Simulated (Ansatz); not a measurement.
# Ti3Al (P-6m2) in Ansatz: further runs

Aim: see how the results for Ti3Al move with the level of theory and the settings. Levels: r2SCAN, PBEsol. Tasks: single point, equation of state, phonons.

Program: Ansatz 0.2.0. These are calculated values, not measurements. Logs are shortened: lines on timing, memory, paths and dates and some standing lists are left out, and cuts for length are marked.

### Step 1. The crystal as given

It takes space group P-6m2 (No. 187, hexagonal). The conventional cell has a = 2.928 Å, b = 2.928 Å, c = 9.226 Å, α = 90.00°, β = 90.00°, γ = 120.00°. Around Ti (site symmetry 3m) lie 9 Ti at 2.86 to 2.93 Å and 3 Al at 2.86 Å. Ti (site symmetry -6m2) has 12 Ti at 2.86 to 2.93 Å as nearest neighbours. Around Al (site symmetry -6m2) lie 6 Ti at 2.86 Å and 6 Al at 2.93 Å.

The cell comes from a database or a generator and needn't be the stable form of this composition.

### Step 2. Single point, r2SCAN, 16.09 Å³/atom (volume scaled by 0.94)

Input file input.yaml:

```yaml
crystal:
  lattice:
    - [2.8677796942, 0.0, 0.0]
    - [-1.4338898471, 2.4835700677, 0.0]
    - [0.0, 0.0, 9.0380160492]
  atoms:
    - { symbol: Ti, position: [0.3333333333, 0.6666666667, 0.249406] }
    - { symbol: Ti, position: [0.3333333333, 0.6666666667, 0.750594] }
    - { symbol: Ti, position: [0.6666666667, 0.3333333333, 0.0] }
    - { symbol: Al, position: [0.6666666667, 0.3333333333, 0.5] }
hamiltonian:
  xc: r2scan
  pseudopotentials: { kind: paw }
kpoints:
  mp_grid: { grid: [10, 10, 3] }
scf:
  occupations: { method: fermi_dirac, width: 0.05 }
output:
  forces: true
  stress: true
  eigenvalues: true
  write_density: true
  write_potential: true
  elf: true
  volumetric_format: npy
```

Potentials or basis: Ansatz PAW.

Command:

```sh
$ ansatz run input.yaml --threads 2 --pin off --max-ram 5632MiB --backend cpu --events-out ev --progress --plain --runs-dir out
```

Standard output:

```text
Warning: RAYON_NUM_THREADS=2 ignored (pool sized by the plan → 2); use --threads N
Engine: ansatz 0.2.0, x86_64-unknown-linux-gnu
Pseudopotentials: kind: paw
Pseudopotential: Ti, paw, valence charge 12, recommended cutoff 500 eV (meta_gga), Ti.paw.azcp
Pseudopotential: Al, paw, valence charge 3, recommended cutoff 500 eV (meta_gga), Al.paw.azcp
Functional definition: r2SCAN
  parameter k0 = 0.174
  parameter k1 = 0.065
  parameter a1 = 4.9479
  exchange = r2scan_x(k0 = k0, k1 = k1, a1 = a1)
  correlation = r2scan_c
Crystal: 4 atoms, lattice volume = 64.372 Å³
Basis set: ecut = 500 eV, 1617 PW (Γ), exchange–correlation on 96×96×288 points (64 copies of the dense FFT grid, shifted against one another)
Bands: 24, of which v1, the nominal top of the filled ones, is band 20 counted from 1 (19 counted from 0)
Symmetry: 12 space group operations
Space group: P-6m2 (ITA 187), of the structure as read, at distance tolerance 4.0e-5 Å
k-points: 28 of 300 (time reversal used)
Non-local potential: Ti, projectors of the file, l = 0: 3, l = 1: 2, l = 2: 3, l = 3: 1
Non-local potential: Al, projectors of the file, l = 0: 2, l = 1: 2, l = 2: 1
PAW form: soft (Blöchl's): semilocal exchange-correlation on the pseudo side does not see the compensation charge
PAW frozen core: Ti, regenerated for the run's functional (the file was generated under x = pbe(κ = 0.804, μ = 0.2195149727645171), c = pbe(β = 0.06672455060314922))
PAW frozen core: Al, regenerated for the run's functional (the file was generated under x = pbe(κ = 0.804, μ = 0.2195149727645171), c = pbe(β = 0.06672455060314922))
PAW one-centre angular grid: Ti, 590 points (default); XC on 160 Gauss nodes
PAW one-centre angular grid: Al, 302 points (default); XC on 160 Gauss nodes
Initial density: superposition of atomic densities (neutral atoms: chi_scale 0, normalization atom), corrected by the library's trained network
Initial wavefunctions: pseudopotential atomic-orbital guess
Functional: x = r2scan, c = r2scan; τ floored in thin density (d = 2e-4 eV/Å³)
SCF iter   1: F=—  HF=-8053.945620 eV  |F-HF|=—  |Δ(HF+E_count)|=         —  Δρ=1.65e-2  dr2=2.61e-1  dr2_τ=3.46e-2  ethr=1.77e-3  ⟨swp⟩=5.2  Hψ=2901  notcnv=0
preconditioner: auto → none  [metal: Δε(μ)=0.059 eV  Ē_g=3.388 eV  σ=0.050 eV  W_gap=0.28  n_scr=6 (ndim 8)  ℏωp=17.9 eV  f_vac=0.000  D(μ)=2.66/eV (n_scr^D=24)  sad-step TF]
SCF iter   2: F=—  HF=-8054.024755 eV  |F-HF|=—  |Δ(HF+E_count)|=   7.91e-2  Δρ=6.07e-3  dr2=2.50e-2  dr2_τ=2.26e-3  ethr=6.70e-4  ⟨swp⟩=3.1  Hψ=1530  notcnv=0
SCF iter   3: F=—  HF=-8054.064505 eV  |F-HF|=—  |Δ(HF+E_count)|=   3.97e-2  Δρ=1.70e-2  dr2=7.25e-1  dr2_τ=1.07e-2  ethr=6.42e-5  ⟨swp⟩=3.0  Hψ=1311  notcnv=0
SCF iter   4: F=—  HF=-8054.033008 eV  |F-HF|=—  |Δ(HF+E_count)|=   3.15e-2  Δρ=7.03e-3  dr2=1.70e-1  dr2_τ=1.81e-3  ethr=6.42e-5  ⟨swp⟩=3.5  Hψ=1267  notcnv=0
SCF iter   5: F=—  HF=-8054.027317 eV  |F-HF|=—  |Δ(HF+E_count)|=   5.69e-3  Δρ=1.85e-3  dr2=1.14e-2  dr2_τ=7.56e-5  ethr=6.42e-5  ⟨swp⟩=2.0  Hψ=1084  notcnv=0
SCF iter   6: F=—  HF=-8054.026227 eV  |F-HF|=—  |Δ(HF+E_count)|=   1.09e-3  Δρ=6.45e-4  dr2=9.19e-4  dr2_τ=1.24e-5  ethr=2.92e-5  ⟨swp⟩=1.6  Hψ=774  notcnv=0
SCF iter   7: F=—  HF=-8054.026255 eV  |F-HF|=—  |Δ(HF+E_count)|=   2.86e-5  Δρ=1.77e-4  dr2=3.48e-5  dr2_τ=1.57e-6  ethr=2.36e-6  ⟨swp⟩=2.0  Hψ=825  notcnv=0
SCF iter   8: F=—  HF=-8054.026257 eV  |F-HF|=—  |Δ(HF+E_count)|=   2.04e-6  Δρ=3.71e-5  dr2=1.06e-6  dr2_τ=8.87e-8  ethr=8.92e-8  ⟨swp⟩=1.9  Hψ=802  notcnv=0
SCF iter   9: F=-8054.026258 eV  HF=-8054.026258 eV  |F-HF|=1.25e-8  |Δ(HF+E_count)|=   3.51e-7  Δρ=7.63e-6  dr2=3.41e-8  dr2_τ=2.55e-9  ethr=2.56e-10  ⟨swp⟩=6.0  Hψ=3991  notcnv=0
SCF 1 converged in 9 iterations: F = -8054.026258 eV  dr2 = 3.41e-8
SCF converged after 9 iterations
Free energy (F): -8054.026258 eV
Harris-Foulkes:  -8054.026258 eV  (|F-HF|=1.25e-8)
Internal energy: -8054.002939 eV  (E = F + TS)
E sigma→0 (E₀):  -8054.014598 eV
Entropy (-TS):   -0.023318 eV (-5.830 meV/atom)
Fermi energy:    12.740003 eV
--- Per-component energies (eV) ---
  E_band       = -504.340105
  E_kinetic    = 845.772720
  E_local      = -3426.860403  (includes V_loc(G=0)·N_el)
  E_nonlocal   = 31.776094
  E_hartree    = 1496.571205
  E_xc         = -317.347741
  E_vxc        = -432.173848  (∫ρ·V_xc dr)
  E_paw        = -3643.979537  (= ΣΔE_a)
  E_vpaw       = -544.664347  (= ΣTr[D̂ρ^β])
  E_aug_tail   = 0.000266  (compensation charges beyond the density's cutoff)
  E_vtau       = 28.658703  (kinetic-family band-sum trace: ∫τ·v_τ [+ j·A + Jᵃ·Aᵃ] dr)
  E_ewald      = -3039.115065
  E_core_change = -0.820479  (= ΣΔE_core)
  E_smearing   = -0.023318  (= −TS)
  E_closure    = 0.000000  (closes the sum)
  Σ components = -8054.026258   (vs F -8054.026258, Δ=0.00e0)
--- Forces (eV/Å), atoms counted from 1 ---
  atom   1  Ti    -0.00000000     0.00000000     0.02396683
  atom   2  Ti    -0.00000000     0.00000000    -0.02396683
  atom   3  Ti     0.00000000    -0.00000000     0.00000000
  atom   4  Al    -0.00000000    -0.00000000     0.00000000
  max |Σ_I F_I| component: 1.43e-16 eV/Å
--- Stress (GPa, compression-positive) ---
        6.914501       0.000000       0.000000
        0.000000       6.914501       0.000000
        0.000000       0.000000       7.524883
  P = ⅓ Tr σ = 7.1180 GPa (71.180 kbar)
--- Band table (eV; the first three rows and the last of 28) ---
  k-point 0: bands = ["-46.2739", "-46.1998", "-46.1324", "-21.8124", "-21.4857", "-21.1393", "-21.0994", "-21.0994", "-21.0410", "-21.0410", "-21.0030", "-21.0030", "3.4890", "7.2089", "7.4345", "9.9760", "11.8185", "13.2173", "13.5649", "13.6941", "13.6941", "13.8041", "13.8041", "14.1525"]
  k-point 1: bands = ["-46.2739", "-46.1998", "-46.1324", "-21.8137", "-21.4830", "-21.1407", "-21.0994", "-21.0994", "-21.0411", "-21.0411", "-21.0029", "-21.0029", "3.5239", "6.5215", "8.5207", "9.6290", "11.5993", "13.1886", "13.6049", "13.6964", "13.6964", "13.7981", "13.7981", "14.1601"]
  k-point 2: bands = ["-46.2613", "-46.1903", "-46.1260", "-21.7916", "-21.4872", "-21.1726", "-21.1510", "-21.1171", "-21.0699", "-21.0591", "-21.0544", "-21.0119", "3.7416", "7.4815", "7.7123", "10.2230", "11.8454", "12.8968", "13.3636", "13.4996", "13.6984", "13.8927", "13.9643", "14.0519"]
  k-point 27: bands = ["-46.1018", "-46.0886", "-46.0827", "-21.6598", "-21.6410", "-21.5670", "-21.4589", "-21.4347", "-21.3752", "-21.3290", "-21.2148", "-21.2004", "9.5118", "10.8860", "11.0808", "11.1429", "11.3882", "11.4636", "11.8126", "11.9744", "12.6166", "12.7699", "12.9599", "14.6403"]
```

It took 12 s on 2 threads of Intel Xeon at 2.50GHz (Skylake/Cascade Lake), shared host; peak memory 0.51 GiB.

Results:

```yaml
Free_energy: -8054.0263 eV
Pressure: 7.1 GPa
Largest_force: 0.024 eV/Å
Band_gap_on_the_k_mesh: none (metal or under the smearing width)
```

Caveat: the PAW data sets come from PBE, with cores solved anew for the run's functional, which leaves a small shift of forces and pressure.

### Step 3. Single point, r2SCAN, 16.44 Å³/atom (volume scaled by 0.96)

Changes to input.yaml since step 2:

```diff
@@ -2,5 +2,5 @@
   lattice:
-    - [2.8677796942, 0.0, 0.0]
-    - [-1.4338898471, 2.4835700677, 0.0]
-    - [0.0, 0.0, 9.0380160492]
+    - [2.8879759913, 0.0, 0.0]
+    - [-1.4439879956, 2.501060574, 0.0]
+    - [0.0, 0.0, 9.1016661466]
   atoms:
@@ -21,5 +21 @@
   eigenvalues: true
-  write_density: true
-  write_potential: true
-  elf: true
-  volumetric_format: npy
```

Potentials or basis: Ansatz PAW.

Command:

```sh
$ ansatz run input.yaml --threads 2 --pin off --max-ram 5632MiB --backend cpu --events-out ev --progress --plain --runs-dir out
```

It took 10 s on 2 threads of Intel Xeon at 2.50GHz (Skylake/Cascade Lake), shared host; peak memory 0.52 GiB.

The run converged. Its results:

| Property | Result |
| --- | --- |
| Free energy | -8054.0746 eV |
| Pressure | 4.2 GPa |
| Largest force | 0.014 eV/Å |
| Band gap on the k mesh | none (metal or under the smearing width) |

Caveat: the PAW data sets come from PBE, with cores solved anew for the run's functional, which leaves a small shift of forces and pressure.

### Step 4. Single point, r2SCAN, 16.78 Å³/atom (volume scaled by 0.98)

Changes to input.yaml since step 3:

```diff
@@ -2,5 +2,5 @@
   lattice:
-    - [2.8879759913, 0.0, 0.0]
-    - [-1.4439879956, 2.501060574, 0.0]
-    - [0.0, 0.0, 9.1016661466]
+    - [2.9078936965, 0.0, 0.0]
+    - [-1.4539468482, 2.5183098127, 0.0]
+    - [0.0, 0.0, 9.1644382416]
   atoms:
```

Command:

```sh
$ ansatz run input.yaml --threads 2 --pin off --max-ram 5632MiB --backend cpu --events-out ev --progress --plain --runs-dir out
```

Wall time 11 s (2 threads of Intel Xeon at 2.50GHz (Skylake/Cascade Lake), shared host); peak memory 0.51 GiB.

The run converged. Its results:

```
Free energy            : -8054.0994 eV
Pressure               : 1.6 GPa
Largest force          : 0.004 eV/Å
Band gap on the k mesh : none (metal or under the smearing width)
```

Caveat: the PAW data sets come from PBE, with cores solved anew for the run's functional, which leaves a small shift of forces and pressure.

### Step 5. Single point, r2SCAN, 17.12 Å³/atom

Changes to input.yaml since step 4:

```diff
@@ -2,5 +2,5 @@
   lattice:
-    - [2.9078936965, 0.0, 0.0]
-    - [-1.4539468482, 2.5183098127, 0.0]
-    - [0.0, 0.0, 9.1644382416]
+    - [2.9275422229, 0.0, 0.0]
+    - [-1.4637711114, 2.5353259357, 0.0]
+    - [0.0, 0.0, 9.226362]
   atoms:
```

Command:

```sh
$ ansatz run input.yaml --threads 2 --pin off --max-ram 5632MiB --backend cpu --events-out ev --progress --plain --runs-dir out
```

It took 11 s on 2 threads of Intel Xeon at 2.50GHz (Skylake/Cascade Lake), shared host; peak memory 0.52 GiB.

It converged, with:

* Free energy: -8054.1027 eV
* Pressure: -0.8 GPa
* Largest force: 0.006 eV/Å
* Band gap on the k mesh: none (metal or under the smearing width)

Caveat: the PAW data sets come from PBE, with cores solved anew for the run's functional, which leaves a small shift of forces and pressure.

### Step 6. Single point, r2SCAN, 17.46 Å³/atom (volume scaled by 1.02)

Changes to input.yaml since step 5:

```diff
@@ -2,5 +2,5 @@
   lattice:
-    - [2.9275422229, 0.0, 0.0]
-    - [-1.4637711114, 2.5353259357, 0.0]
-    - [0.0, 0.0, 9.226362]
+    - [2.9469304848, 0.0, 0.0]
+    - [-1.4734652423, 2.552116663, 0.0]
+    - [0.0, 0.0, 9.2874655158]
   atoms:
```

Potentials or basis: Ansatz PAW.

Command:

```sh
$ ansatz run input.yaml --threads 2 --pin off --max-ram 5632MiB --backend cpu --events-out ev --progress --plain --runs-dir out
```

It took 10 s on 2 threads of Intel Xeon at 2.50GHz (Skylake/Cascade Lake), shared host; peak memory 0.52 GiB.

Results (log left out):

```yaml
Free_energy: -8054.0866 eV
Pressure: -3.0 GPa
Largest_force: 0.016 eV/Å
Band_gap_on_the_k_mesh: none (metal or under the smearing width)
```

Caveat: the PAW data sets come from PBE, with cores solved anew for the run's functional, which leaves a small shift of forces and pressure.

### Step 7. Single point, r2SCAN, 17.80 Å³/atom (volume scaled by 1.04)

Changes to input.yaml since step 6:

```diff
@@ -2,5 +2,5 @@
   lattice:
-    - [2.9469304848, 0.0, 0.0]
-    - [-1.4734652423, 2.552116663, 0.0]
-    - [0.0, 0.0, 9.2874655158]
+    - [2.9660669332, 0.0, 0.0]
+    - [-1.4830334666, 2.5686893135, 0.0]
+    - [0.0, 0.0, 9.3477754233]
   atoms:
@@ -21 +21,5 @@
   eigenvalues: true
+  write_density: true
+  write_potential: true
+  elf: true
+  volumetric_format: npy
```

Command:

```sh
$ ansatz run input.yaml --threads 2 --pin off --max-ram 5632MiB --backend cpu --events-out ev --progress --plain --runs-dir out
```

Wall time 13 s (2 threads of Intel Xeon at 2.50GHz (Skylake/Cascade Lake), shared host); peak memory 0.53 GiB.

It converged, with:

```yaml
Free_energy: -8054.0528 eV
Pressure: -4.9 GPa
Largest_force: 0.027 eV/Å
Band_gap_on_the_k_mesh: none (metal or under the smearing width)
```

Caveat: the PAW data sets come from PBE, with cores solved anew for the run's functional, which leaves a small shift of forces and pressure.

### Step 8. Single point, r2SCAN, 18.15 Å³/atom (volume scaled by 1.06)

Changes to input.yaml since step 7:

```diff
@@ -2,5 +2,5 @@
   lattice:
-    - [2.9660669332, 0.0, 0.0]
-    - [-1.4830334666, 2.5686893135, 0.0]
-    - [0.0, 0.0, 9.3477754233]
+    - [2.9849595887, 0.0, 0.0]
+    - [-1.4924797943, 2.5850508331, 0.0]
+    - [0.0, 0.0, 9.4073169995]
   atoms:
@@ -21,5 +21 @@
   eigenvalues: true
-  write_density: true
-  write_potential: true
-  elf: true
-  volumetric_format: npy
```

Command:

```sh
$ ansatz run input.yaml --threads 2 --pin off --max-ram 5632MiB --backend cpu --events-out ev --progress --plain --runs-dir out
```

Run time: 10 s. Hardware: 2 threads of Intel Xeon at 2.50GHz (Skylake/Cascade Lake), shared host; peak memory 0.52 GiB.

It converged, with:

```
Free energy            : -8054.0028 eV
Pressure               : -6.7 GPa
Largest force          : 0.038 eV/Å
Band gap on the k mesh : none (metal or under the smearing width)
```

Caveat: the PAW data sets come from PBE, with cores solved anew for the run's functional, which leaves a small shift of forces and pressure.

### Step 9. Equation of state, r2SCAN

Potentials or basis: Ansatz PAW.

This step only gathers the single runs of the series.

What came out:

| Property | Result |
| --- | --- |
| Equilibrium volume | 17.00 Å³/atom |
| Bulk modulus at fixed shape and positions | 117 GPa |
| Pressure derivative of the bulk modulus | 3.7 |

Energy against volume, from the lowest point:
| volume (Å³/atom) | energy (meV/atom) |
| --- | --- |
| 16.093 | 19.12 |
| 16.435 | 7.04 |
| 16.778 | 0.85 |
| 17.120 | 0.00 |
| 17.463 | 4.03 |
| 17.805 | 12.50 |
| 18.147 | 24.99 |

Caveat: the cell was scaled at fixed shape and fractional positions, which overstates the stiffness of a crystal with free parameters, most of all of layers and chains; the PAW data sets were made with another functional, which shifts forces and pressure a little.

[end of part 1 of 2]
